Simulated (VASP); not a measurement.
# Mg (I4/mmm) in VASP: further runs

One crystal, Mg, is run at these levels: PBE; tasks: single point.

Everything below comes from runs of VASP 6.6.1. Logs are shortened: lines on timing, memory, paths and dates and some standing lists are left out, and cuts for length are marked.

## 1. The cell of the first run

Symmetry: I4/mmm, No. 139, tetragonal system. The conventional cell has a = 3.829 Å, b = 3.829 Å, c = 3.262 Å, α = 90.00°, β = 90.00°, γ = 90.00°. Around Mg (site symmetry 4/mmm) lie 10 Mg at 3.16 to 3.26 Å.

This isn't the form of Mg at room conditions, which is hcp.

## 2. Single point, PBE (strain +0.080 along x and y, -0.080 along z, atoms carried along)

INCAR reads:

```
SYSTEM = Mg
PREC = Accurate ; ENCUT = 520
EDIFF = 1E-6 ; ISMEAR = 0
SIGMA = 0.15 ; LREAL = .False.
LASPH = .True. ; NELM = 100
ALGO = Normal ; ISIF = 2
LWAVE = .False. ; LCHARG = .True.
GGA = PE ; LELF = .True.
LVHAR = .True. ; NBANDS = 7
```

KPOINTS reads:

```
Automatic mesh
0
Gamma
  18 18 18
  0 0 0
```

POSCAR reads:

```
Mg
1.0
   -1.9145856564      1.9145856564      1.6309433370
    1.9145856564     -1.9145856564      1.6309433370
    1.9145856564      1.9145856564     -1.6309433370
Mg
1
Direct
    0.0000000000      0.0000000000      0.0000000000
```

Potentials or basis: VASP PAW PBE potentials, release 64 (Mg).

Run with:

```sh
> cat potpaw_PBE.64/Mg/POTCAR > POTCAR
> mpirun -np 1 vasp_std > vasp.out
```

OUTCAR:

```text
SYSTEM = Mg
   PREC = Accurate
   ENCUT = 520
   EDIFF = 1E-6
   ISMEAR = 0
   LREAL = .False.
   LASPH = .True.
   NELM = 100
   ISIF = 2
   GGA = PE

 ion  position               nearest neighbor table
   1  0.000  0.000  0.000-

  LATTYP: Found a body centered tetragonal cell.
 ALAT       =     3.8291713128
 C/A-ratio  =     0.8518518519

  Lattice vectors:

 A1 = (  -1.9145856564,   1.9145856564,   1.6309433370)
 A2 = (   1.9145856564,  -1.9145856564,   1.6309433370)
 A3 = (   1.9145856564,   1.9145856564,  -1.6309433370)

Analysis of symmetry for initial positions (statically):
=====================================================================
 Subroutine PRICEL returns:
 Original cell was already a primitive cell.

 Routine SETGRP: Setting up the symmetry group for a
 body centered tetragonal supercell.

 Subroutine GETGRP returns: Found 16 space group operations
 (whereof 16 operations were pure point group operations)
 out of a pool of 16 trial point group operations.

The static configuration has the point symmetry D_4h.

Analysis of symmetry for dynamics (positions and initial velocities):
=====================================================================
 Subroutine PRICEL returns:
 Original cell was already a primitive cell.

 Routine SETGRP: Setting up the symmetry group for a
 body centered tetragonal supercell.

 Subroutine GETGRP returns: Found 16 space group operations
 (whereof 16 operations were pure point group operations)
 out of a pool of 16 trial point group operations.

The dynamic configuration has the point symmetry D_4h.

 Subroutine INISYM returns: Found 16 space group operations
 (whereof 16 operations are pure point group operations),
 and found     1 'primitive' translations

----------------------------------------------------------------------------------------

                                     Primitive cell

  volume of cell :      23.9138

  direct lattice vectors                    reciprocal lattice vectors
    -1.914585656  1.914585656  1.630943337     0.000000000  0.261153111  0.306571043
     1.914585656 -1.914585656  1.630943337     0.261153111  0.000000000  0.306571043
     1.914585656  1.914585656 -1.630943337     0.261153111  0.261153111  0.000000000

  length of vectors
     3.160894279  3.160894279  3.160894279     0.402724163  0.402724163  0.369326271

  position of ions in fractional coordinates (direct lattice)
     0.000000000  0.000000000  0.000000000

  ion indices of the primitive-cell ions
   primitive index   ion index
                 1           1

----------------------------------------------------------------------------------------

 KPOINTS: Automatic mesh

Automatic generation of k-mesh.
 Grid dimensions read from file:
 generate k-points for:   18   18   18

 Generating k-lattice:

  Cartesian coordinates                     Fractional coordinates (reciprocal lattice)
     0.000000000  0.014508506  0.017031725     0.055555556  0.000000000 -0.000000000
     0.014508506  0.000000000  0.017031725     0.000000000  0.055555556 -0.000000000
     0.014508506  0.014508506  0.000000000     0.000000000  0.000000000  0.055555556

  Length of vectors
     0.022373565  0.022373565  0.020518126

  Shift w.r.t. Gamma in fractional coordinates (k-lattice)
     0.000000000  0.000000000  0.000000000

 Subroutine IBZKPT returns following result:
 ===========================================

 Found    480 irreducible k-points:

 Following reciprocal coordinates:
            Coordinates               Weight
  0.000000  0.000000  0.000000      1.000000
  0.055556  0.000000 -0.000000      8.000000
  0.111111  0.000000 -0.000000      8.000000
  0.166667 -0.000000  0.000000      8.000000
  0.222222  0.000000 -0.000000      8.000000
  0.277778  0.000000  0.000000      8.000000
[... 16 lines left out ...]
 -0.277778  0.055556 -0.000000     16.000000
 -0.222222  0.055556  0.000000     16.000000
 [... further k-points ...]
   k-points           NKPTS =    480   k-points in BZ     NKDIM =    480   number of bands    NBANDS=      7
   number of dos      NEDOS =    301   number of ions     NIONS =      1
   total plane-waves  NPLWV =  13824
   dimension x,y,z NGX =    24 NGY =   24 NGZ =   24
   dimension x,y,z NGXF=    48 NGYF=   48 NGZF=   48
   ions per type =               1
   NGX,Y,Z   is equivalent  to a cutoff of  12.62, 12.62, 12.62 a.u.
   NGXF,Y,Z  is equivalent  to a cutoff of  25.25, 25.25, 25.25 a.u.
 SYSTEM =  Mg
   PREC   = accura    normal or accurate (medium, high low for compatibility)
   ISTART =      0    job   : 0-new  1-cont  2-samecut
   ICHARG =      2    charge: 1-file 2-atom 10-const
   ISPIN  =      1    spin polarized calculation?
   LNONCOLLINEAR =      F non collinear calculations
   LSORBIT =      F    spin-orbit coupling
   LASPH  =      T    aspherical Exc in radial PAW
   ENCUT  =  520.0 eV  38.22 Ry    6.18 a.u.   5.88  5.88  5.88*2*pi/ulx,y,z
   NELM   =    100;   NELMIN=  2; NELMDL= -5     # of ELM steps
   EDIFF  = 0.1E-05   stopping-criterion for ELM
   LREAL  =      F    real-space projection
   EDIFFG = 0.1E-04   stopping-criterion for IOM
   NSW    =      0    number of steps for IOM
   IBRION =     -1    ionic relax: 0-MD 1-quasi-New 2-CG
   NFREE  =      0    steps in history (QN), initial steepest desc. (CG)
   ISIF   =      2    stress and relaxation
   ISYM   =      2    0-nonsym 1-usesym 2-fastsym
   POTIM  = 0.5000    time-step for ionic-motion
   TEBEG  =    0.0;   TEEND  =   0.0 temperature during run
   PSTRESS=    0.0 pullay stress
   NELECT =       2.0000    total number of electrons
   NUPDOWN=      -1.0000    fix difference up-down
   EMIN   =  10.00;   EMAX   =-10.00  energy-range for DOS
   EFERMI =   0.00;   METHOD = LEGACY
   ISMEAR =     0;   SIGMA  =   0.15  broadening in eV -4-tet -1-fermi 0-gaus
   EFERMI_NEDOS =   21; number of points for ismear=-14 and -15
   IALGO  =     38    algorithm
   IMIX   =      4    mixing-type and parameters
     AMIX     =   0.40;   BMIX     =  1.00
     AMIX_MAG =   1.60;   BMIX_MAG =  1.00
  volume/ion in A,a.u.               =      23.91       161.38
  Fermi-wavevector in a.u.,A,eV,Ry     =   0.715927  1.352906  6.973684  0.512551
  Thomas-Fermi vector in A             =   1.804215
   LORBIT       =      0    0 simple, 1 ext, 2 COOP (PROOUT), +10 PAW based schemes
   GGA     = PE    functional components
   LHFCALC =     F    Hartree Fock is set to
   AEXX    =    0.0000 exact exchange contribution
   IVDW    =     0    specifies the selected vdW correction
   LEPSILON=     F    determine dielectric tensor
   LRPA    =     F    only Hartree local field effects (RPA)
 non-spin polarized calculation
 Gauss-broadening in eV      SIGMA  =   0.15
  energy-cutoff  :      520.00
  volume of cell :       23.91
 maximum number of plane-waves:       656
   NGX = 11   NGY = 11   NGZ = 11

 number of electron       2.0000000 magnetization

 Free energy of the ion-electron system (eV)
  ---------------------------------------------------
  ext. energy  EPLUGINS =         0.00000000
  ---------------------------------------------------
  free energy    TOTEN  =        -1.47081531 eV

  energy without entropy =       -1.46524679  energy(sigma->0) =       -1.46803105

 E-fermi :   2.4318     XC(G=0):  -8.3655

 val. band max:        2.4134038040   @ k =   0.3889   0.3333   0.0556
 cond. band min:       2.4415830334   @ k =   0.3333   0.2778   0.0556
 fundamental gap:      0.0281792295
 Fermi energy:         2.4318136608

 k-point     1 :       0.0000    0.0000    0.0000
  band No.  band energies     occupation
      1      -4.3334      2.00000
      2      13.2539      0.00000
      3      15.2868      0.00000
      4      15.2868      0.00000
      5      15.4537      0.00000
      6      16.5776      0.00000
      7      16.5776      0.00000

 k-point     2 :       0.0556    0.0000   -0.0000
  band No.  band energies     occupation
      1      -4.2578      2.00000
      2      12.8972      0.00000
      3      14.4918      0.00000
      4      15.5265      0.00000
      5      15.7377      0.00000
      6      16.0534      0.00000
      7      16.2929      0.00000

 k-point     3 :       0.1111    0.0000   -0.0000
  band No.  band energies     occupation
      1      -4.0316      2.00000
      2      12.2567      0.00000
      3      13.3151      0.00000
      4      14.1398      0.00000
      5      14.9899      0.00000
      6      16.5938      0.00000
      7      16.8342      0.00000

 k-point     4 :       0.1667   -0.0000    0.0000
  band No.  band energies     occupation
      1      -3.6556      2.00000
      2      11.5182      0.00000
      3      11.6413      0.00000
      4      13.3044      0.00000
      5      13.9953      0.00000
      6      15.9870      0.00000
      7      17.9707      0.00000

 k-point     5 :       0.2222    0.0000   -0.0000
  band No.  band energies     occupation
      1      -3.1317      2.00000
      2       9.6329      0.00000
      3      11.1210      0.00000
      4      12.7058      0.00000
      5      13.0996      0.00000
      6      15.2411      0.00000
      7      18.2867      0.00000

 k-point     6 :       0.2778    0.0000    0.0000
  band No.  band energies     occupation
      1      -2.4623      2.00000
      2       7.8160      0.00000
      3      10.7136      0.00000
      4      12.2426      0.00000
      5      12.3304      0.00000
      6      14.5605      0.00000
      7      18.6009      0.00000

 k-point     7 :       0.3333    0.0000    0.0000
  band No.  band energies     occupation
      1      -1.6507      2.00000
      2       6.1016      0.00000
      3      10.4234      0.00000
      4      11.6992      0.00000
      5      11.8997      0.00000
      6      13.9904      0.00000
      7      18.9894      0.00000
[... 121 lines left out ...]
 k-point    20 :      -0.4444    0.0556    0.0000
  band No.  band energies     occupation
      1      -0.2162      2.00000
      2       3.9146      0.00000
      3       9.2149      0.00000
      4      11.1500      0.00000
      5      11.8933      0.00000
      6      14.1903      0.00000
      7      20.5411      0.00000

 k-point    21 :      -0.3889    0.0556    0.0000
  band No.  band energies     occupation
      1      -1.2191      2.00000
      2       5.4528      0.00000
      3       9.3234      0.00000
      4      11.5445      0.00000
      5      12.0718      0.00000
      6      14.6221      0.00000
      7      20.2751      0.00000

 k-point    22 :      -0.3333    0.0556    0.0000
  band No.  band energies     occupation
      1      -2.0889      2.00000
      2       7.1078      0.00000
      3       9.5679      0.00000
      4      11.9839      0.00000
      5      12.4667      0.00000
      6      15.1796      0.00000
      7      19.8702      0.00000

 k-point    23 :      -0.2778    0.0556   -0.0000
  band No.  band energies     occupation
      1      -2.8183      2.00000
      2       8.8405      0.00000
      3       9.9728      0.00000
      4      12.4476      0.00000
      5      13.0969      0.00000
      6      15.8428      0.00000
      7      19.3659      0.00000

 k-point    24 :      -0.2222    0.0556    0.0000
  band No.  band energies     occupation
      1      -3.4035      2.00000
      2      10.2297      0.00000
      3      10.9336      0.00000
      4      12.9976      0.00000
      5      13.8967      0.00000
      6      16.5655      0.00000
      7      18.4518      0.00000

 [... further k-points ...]

------------------------ aborting loop because EDIFF is reached ----------------------------------------

  FORCE on cell =-STRESS in cart. coord.  units (eV):
  Direction    XX          YY          ZZ          XY          YZ          ZX
  --------------------------------------------------------------------------------------
  -------------------------------------------------------------------------------------
  Total       -0.2341185     -0.2341185     -0.0527392      0.0000000     -0.0000000      0.0000000
  in kB      -15.6854790    -15.6854790     -3.5334255      0.0000000     -0.0000000      0.0000000
  external PRESSURE =     -11.6347945 kB  Pullay stress =       0.0000000 kB

 VOLUME and BASIS-vectors are now :
 -----------------------------------------------------------------------------
  energy-cutoff  :      520.00
  volume of cell :       23.91
      direct lattice vectors                 reciprocal lattice vectors
    -1.914585656  1.914585656  1.630943337     0.000000000  0.261153111  0.306571043
     1.914585656 -1.914585656  1.630943337     0.261153111  0.000000000  0.306571043
     1.914585656  1.914585656 -1.630943337     0.261153111  0.261153111  0.000000000

 POSITION                                       TOTAL-FORCE (eV/Angst)
 -----------------------------------------------------------------------------------
      0.00000      0.00000      0.00000        -0.000000     -0.000000      0.000000
 -----------------------------------------------------------------------------------
    total drift:                                0.000000      0.000000      0.000000

  FREE ENERGIE OF THE ION-ELECTRON SYSTEM (eV)
  ---------------------------------------------------
  free  energy   TOTEN  =        -1.4708153121 eV

  energy  without entropy=       -1.4652467917  energy(sigma->0) =       -1.46803105
```

Run time: 26 s. Hardware: 1 thread of Intel Xeon Platinum 8259CL at 2.50GHz (Skylake/Cascade Lake), shared host; peak memory 0.2 GiB.

Results:

```
Free energy            : -1.4708 eV
Pressure               : -1.2 GPa
Band gap on the k mesh : none (metal or under the smearing width)
```

Stress tensor (GPa, compression positive):
```
-1.57  0.00  0.00
 0.00 -1.57  0.00
 0.00  0.00 -0.35
```

Levels at points of the mesh, in eV from the Fermi level:
| k point | band 1 | band 2 | band 3 | band 4 | band 5 | band 6 |
| --- | --- | --- | --- | --- | --- | --- |
| (0.00, 0.00, 0.00) | -6.77 | 10.82 | 12.85 | 12.85 | 13.02 | 14.15 |
| (0.50, 0.00, 0.00) | -1.13 | -0.45 | 7.72 | 8.35 | 9.06 | 10.76 |
| (0.50, 0.50, 0.00) | -1.83 | -1.64 | 10.62 | 11.06 | 12.00 | 12.21 |
| (0.50, 0.50, 0.50) | 2.62 | 2.62 | 3.30 | 3.77 | 6.45 | 8.28 |

## 3. Single point, PBE (strain -0.080 along x and y, -0.080 along z, atoms carried along)

INCAR reads:

```
  ALGO = Fast
  EDIFF = 1E-6
  ENCUT = 520
  GGA = PE
  ISIF = 2
  ISMEAR = 0
  LASPH = True
  LCHARG = False
  LREAL = False
  LWAVE = False
  NBANDS = 7
  NELM = 100
  PREC = Accurate
  SIGMA = 0.15
```

KPOINTS reads:

```
k-points
0
Gamma
  18 18 18
```

POSCAR reads:

```
Mg
1.0
   -1.6309433370      1.6309433370      1.6309433370
    1.6309433370     -1.6309433370      1.6309433370
    1.6309433370      1.6309433370     -1.6309433370
Mg
1
Direct
    0.0000000000      0.0000000000      0.0000000000
```

Potentials or basis: VASP PAW PBE potentials, release 64 (Mg).

Run with:

```sh
> cat potpaw_PBE.64/Mg/POTCAR > POTCAR
> mpirun -np 1 vasp_std > vasp.out
```

OUTCAR:

```text
EDIFF = 1E-6
   ENCUT = 520
   GGA = PE
   ISIF = 2
   ISMEAR = 0
   LASPH = True
   LREAL = False
   NELM = 100
   PREC = Accurate

 ion  position               nearest neighbor table
   1  0.000  0.000  0.000-

  LATTYP: Found a body centered cubic cell.
 ALAT       =     3.2618866740

  Lattice vectors:

 A1 = (  -1.6309433370,   1.6309433370,   1.6309433370)
 A2 = (   1.6309433370,  -1.6309433370,   1.6309433370)
[... 421 lines left out ...]
      6      21.0131      0.00000
      7      24.8559      0.00000

 [... further k-points ...]

------------------------ aborting loop because EDIFF is reached ----------------------------------------

  FORCE on cell =-STRESS in cart. coord.  units (eV):
  Direction    XX          YY          ZZ          XY          YZ          ZX
  --------------------------------------------------------------------------------------
  -------------------------------------------------------------------------------------
  Total        1.8417723      1.8417723      1.8417723      0.0000000     -0.0000000     -0.0000000
  in kB      170.0473622    170.0473622    170.0473622      0.0000000     -0.0000000     -0.0000000
  external PRESSURE =     170.0473622 kB  Pullay stress =       0.0000000 kB

 VOLUME and BASIS-vectors are now :
 -----------------------------------------------------------------------------
  energy-cutoff  :      520.00
  volume of cell :       17.35
      direct lattice vectors                 reciprocal lattice vectors
    -1.630943337  1.630943337  1.630943337     0.000000000  0.306571043  0.306571043
     1.630943337 -1.630943337  1.630943337     0.306571043  0.000000000  0.306571043
     1.630943337  1.630943337 -1.630943337     0.306571043  0.306571043  0.000000000

 POSITION                                       TOTAL-FORCE (eV/Angst)
 -----------------------------------------------------------------------------------
      0.00000      0.00000      0.00000        -0.000000     -0.000000      0.000000
 -----------------------------------------------------------------------------------
    total drift:                                0.000000     -0.000000     -0.000000

  FREE ENERGIE OF THE ION-ELECTRON SYSTEM (eV)
  ---------------------------------------------------
  free  energy   TOTEN  =        -1.2478204309 eV

  energy  without entropy=       -1.2434177818  energy(sigma->0) =       -1.24561911
```

Wall time 12 s (1 thread of Intel Xeon Platinum 8259CL at 2.50GHz (Skylake/Cascade Lake), shared host); peak memory 0.15 GiB.

What came out:

```yaml
Free_energy: -1.2478 eV
Pressure: 17.0 GPa
Band_gap_on_the_k_mesh: none (metal or under the smearing width)
```

Caveat: so large a pressure means that the cell lies far from this level's equilibrium, or that cutoff or potentials fall short.
